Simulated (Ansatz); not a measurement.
**TePb: single points about a listed cell**

Aim: see how energy, forces, stress and gap of TePb answer to moves of single atoms, random distortions, further strains and shifts, distortions that keep the symmetry, other functionals. Nothing is relaxed unless a step says so.

Method: DFT PBEsol, scalar-relativistic, plane waves, PAW, unless a step's input says otherwise, in Ansatz 0.2.0.

1 further run of the same task is left out (set aside as unsound or not needed).

## 1. The system as given

Symmetry: Fm-3m, No. 225, cubic system. Conventional cell: a = 6.454 Å, b = 6.454 Å, c = 6.454 Å, α = 90.00°, β = 90.00°, γ = 90.00°. Te (site symmetry m-3m) has 6 Pb at 3.23 Å as nearest neighbours. Around Pb (site symmetry m-3m) lie 6 Te at 3.23 Å.

As a file:

```
Te Pb
1.0
     0.00000    3.22700    3.22700
     3.22700    0.00000    3.22700
     3.22700    3.22700    0.00000
Te Pb
1 1
Direct
  0.50000 0.50000 0.50000
  0.00000 0.00000 0.00000
```

The structure comes from the Crystallography Open Database.

## 2. One atom moved

Against the listed cell: atom 1 (Te) moved by 0.09 Å.

The input, input.yaml:

```yaml
crystal:
  lattice:
    - [0.0, 3.227, 3.227]
    - [3.227, 0.0, 3.227]
    - [3.227, 3.227, 0.0]
  atoms:
    - { symbol: Te, position: [0.479048652, 0.5057576697, 0.497843198] }
    - { symbol: Pb, position: [0.0, 0.0, 0.0] }
basis:
  ecutwfc: 420
kpoints:
  mp_grid: { grid: [8, 8, 8] }
hamiltonian:
  xc: pbesol
scf:
  occupations: { method: gaussian, width: 0.02 }
output:
  forces: true
  stress: true
  eigenvalues: true
  populations: true
```

## 3. A distortion that keeps the symmetry

The input, input.yaml:

```yaml
crystal:
  lattice:
    - [0.0, 3.22877485, 3.22877485]
    - [3.22877485, 0.0, 3.22877485]
    - [3.22877485, 3.22877485, 0.0]
  atoms:
    - { symbol: Te, position: [0.5, 0.5, 0.5] }
    - { symbol: Pb, position: [0.0, 0.0, 0.0] }
basis:
  ecutwfc: 420
kpoints:
  mp_grid: { grid: [8, 8, 8] }
hamiltonian:
  xc: pbesol
scf:
  occupations: { method: gaussian, width: 0.02 }
output:
  forces: true
  stress: true
  eigenvalues: true
```

## 4. A change within the space group

Changes to input.yaml since step 3:

```diff
@@ -2,5 +2,5 @@
   lattice:
-    - [0.0, 3.22877485, 3.22877485]
-    - [3.22877485, 0.0, 3.22877485]
-    - [3.22877485, 3.22877485, 0.0]
+    - [0.0, 3.17707831, 3.17707831]
+    - [3.17707831, 0.0, 3.17707831]
+    - [3.17707831, 3.17707831, 0.0]
   atoms:
```

## 5. A distortion of lower symmetry

The input, input.yaml:

```yaml
crystal:
  lattice:
    - [0.0, 2.99372017, 3.18734017]
    - [3.18734017, 0.0, 3.18734017]
    - [3.18734017, 2.99372017, 0.0]
  atoms:
    - { symbol: Te, position: [0.4845057329, 0.5154942671, 0.4845057329] }
    - { symbol: Pb, position: [0.0154942671, -0.0154942671, 0.0154942671] }
basis:
  ecutwfc: 420
kpoints:
  mp_grid: { grid: [8, 8, 8] }
hamiltonian:
  xc: pbesol
scf:
  occupations: { method: gaussian, width: 0.02 }
output:
  forces: true
  stress: true
  eigenvalues: true
```

## 6. One atom moved

The input, input.yaml:

```yaml
crystal:
  lattice:
    - [0.0, 3.227, 3.227]
    - [3.227, 0.0, 3.227]
    - [3.227, 3.227, 0.0]
  atoms:
    - { symbol: Te, position: [0.5, 0.5, 0.5] }
    - { symbol: Pb, position: [-0.0177285404, 0.0115525256, -0.0437867989] }
basis:
  ecutwfc: 420
kpoints:
  mp_grid: { grid: [8, 8, 8] }
hamiltonian:
  xc: pbesol
scf:
  occupations: { method: gaussian, width: 0.02 }
output:
  forces: true
  stress: true
  eigenvalues: true
```

## 7. A distortion of lower symmetry

The input, input.yaml:

```yaml
crystal:
  lattice:
    - [-0.03804633, 3.27049996, 3.23155007]
    - [3.2589473, -0.02649367, 3.21999741]
    - [3.23245363, 3.23245363, 0.0]
  atoms:
    - { symbol: Te, position: [0.5270777855, 0.548848644, 0.4620367852] }
    - { symbol: Pb, position: [-0.0270777855, -0.048848644, 0.0379632148] }
basis:
  ecutwfc: 420
kpoints:
  mp_grid: { grid: [8, 8, 8] }
hamiltonian:
  xc: pbesol
scf:
  occupations: { method: gaussian, width: 0.02 }
output:
  forces: true
  stress: true
  eigenvalues: true
  populations: true
```

## 8. Another functional, on a distorted cell: PBE

The input, input.yaml:

```yaml
crystal:
  lattice:
    - [0.0, 3.31571023, 3.31571023]
    - [3.31571023, 0.0, 3.31571023]
    - [3.31571023, 3.31571023, 0.0]
  atoms:
    - { symbol: Te, position: [0.5, 0.5, 0.5] }
    - { symbol: Pb, position: [0.0, 0.0, 0.0] }
basis:
  ecutwfc: 420
kpoints:
  mp_grid: { grid: [8, 8, 8] }
hamiltonian:
  xc: pbe
scf:
  occupations: { method: gaussian, width: 0.02 }
output:
  forces: true
  stress: true
  eigenvalues: true
```

## 9. A random distortion, cell strained

The input, input.yaml:

```yaml
crystal:
  lattice:
    - [-0.02184679, 3.3176787, 3.31103108]
    - [3.28134268, 0.00719621, 3.28198808]
    - [3.25304189, 3.26033491, 0.035497]
  atoms:
    - { symbol: Te, position: [0.5090966842, 0.508572978, 0.4952510071] }
    - { symbol: Pb, position: [-0.0090966842, -0.008572978, 0.0047489929] }
basis:
  ecutwfc: 420
kpoints:
  mp_grid: { grid: [8, 8, 8] }
hamiltonian:
  xc: pbesol
scf:
  occupations: { method: gaussian, width: 0.02 }
output:
  forces: true
  stress: true
  eigenvalues: true
```

**Question.** What will these runs give? Wanted: for each run, case; energy; pressure; largest force.

As calculated:

| step | case | energy (meV/atom) | pressure (GPa) | largest force (eV/Å) | gap on the mesh (eV) |
| --- | --- | --- | --- | --- | --- |
| 2 | one atom moved | +0.0 | -0.1 | 0.05 | 0.67 |
| 3 | a distortion that keeps the symmetry | -0.9 | -0.3 | 0.00 | 0.66 |
| 4 | a change within the space group | +7.3 | 2.1 | 0.00 | 0.55 |
| 5 | a distortion of lower symmetry | +128.4 | 6.8 | 0.87 | 0.56 |
| 6 | one atom moved | +8.7 | 0.4 | 0.24 | 0.74 |
| 7 | a distortion of lower symmetry | +128.6 | 2.3 | 1.67 | 1.07 |
| 8 | another functional, on a distorted cell: PBE | n/a | -1.0 | 0.00 | 0.88 |
| 9 | a random distortion, cell strained | +13.4 | -2.0 | 0.02 | 0.66 |

Energies are counted from step 2, with the smearing taken to zero. Other atoms or functionals have another zero of energy (n/a). 

In words: Among the distorted cells of the listed formula and level the largest force, 1.67 eV/Å, comes in step 7, shared by 2 atoms. Among the distorted cells of the listed formula and level the gap runs from 0.55 eV to 1.07 eV. These runs have no spin-orbit coupling; with Pb, Te it would split and shift bands.

These are semilocal Kohn-Sham gaps, which aren't the measured quantity. Such gaps usually fall short of the measured ones; spin-orbit coupling, left out here, narrows gaps with Pb, Te, so the two errors partly cancel.
